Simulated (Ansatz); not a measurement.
**Squeezing HgTe (CsCl type)**

```
Hg Te
1.0
     3.80514    0.00000    0.00000
     0.00000    3.80514    0.00000
     0.00000    0.00000    3.80514
Hg Te
1 1
Direct
  0.00000 0.00000 0.00000
  0.50000 0.50000 0.50000
```

The cell comes from a relaxation on PAW files under the same functional, begun from a prototype that needn't be the stable phase.

Its volume is scaled at fixed shape and fractional positions.

Computed with Ansatz 0.2.0; functional PBE, scalar-relativistic. Settings: a Γ-centred 11×11×11 k mesh, Fermi–Dirac smearing of 0.05 eV, no spin polarisation. Methods: LAPW: all electrons, basis error target 1 meV/atom; PAW: frozen-core files, cutoff 420 eV; crystal datasets: all electrons, by PAW datasets that the program makes for each cell; norm-conserving: pseudopotentials, cutoff 1120 eV; PAW (partial waves polarizable): frozen-core files, cutoff 420 eV.

Energies are extrapolated to zero smearing and count from the unscaled cell; pressure is positive in compression; gaps take the mesh and a band path. No temperature or zero-point motion is included.

Spin–orbit coupling is left out, which matters for the heavy atoms.

| V/V0 | V (Å³/atom) | P LAPW (GPa) | ΔE LAPW (eV/atom) | P PAW − LAPW (GPa) | ΔE PAW − LAPW (meV/atom) |
| --- | --- | --- | --- | --- | --- |
| 1.00 | 27.55 | 0.00 | 0.000 | 0.00 | 0.0 |
| 0.94 | 25.89 | 3.26 | 0.015 | 0.00 | 0.0 |
| 0.88 | 24.24 | 8.06 | 0.072 | 0.00 | 0.0 |
| 0.80 | 22.04 | ? | ? | ? | ? |
| 0.72 | 19.83 | 35.6 | 0.606 | 0.01 | 0.1 |
| 0.64 | 17.63 | 65.6 | 1.280 | 0.02 | 0.4 |
| 0.55 | 15.15 | 130.5 | 2.741 | 0.02 | 0.8 |

Fit the Vinet equation to the LAPW pressures shown (residuals weighted by 1/(|P| + 0.03·Pmax)), and predict the pressure of the withheld row.

The fit gives V0 = 27.56 Å³/atom, B0 = 43.5 GPa and B0′ = 5.82. At 22.04 Å³/atom, x = (V/V0)^(1/3) = 0.9282, and P = 3·B0·(1 − x)/x²·exp[1.5·(B0′ − 1)·(1 − x)] = 18.25 GPa. The run itself gave 18.24 GPa (0.0 % off) and ΔE = 0.246 eV/atom.

At the smallest volume, how far do crystal datasets and norm-conserving and PAW (partial waves polarizable) lie from LAPW in pressure?

crystal datasets: +0.01 GPa; norm-conserving: +0.32 GPa; PAW (partial waves polarizable): +0.02 GPa, on a LAPW pressure of 130.5 GPa.

How do the Löwdin populations by LAPW change from the unscaled cell to the last row?

Hg 6s 1.44 → 1.31, Hg 5d 9.96 → 9.85, Te 5s 1.99 → 1.94, Te 5p 4.42 → 4.48 electrons an atom. These are projections on the shells that the free atoms fill; 0.20 e a cell lies outside them at the start and 0.43 e at the end.
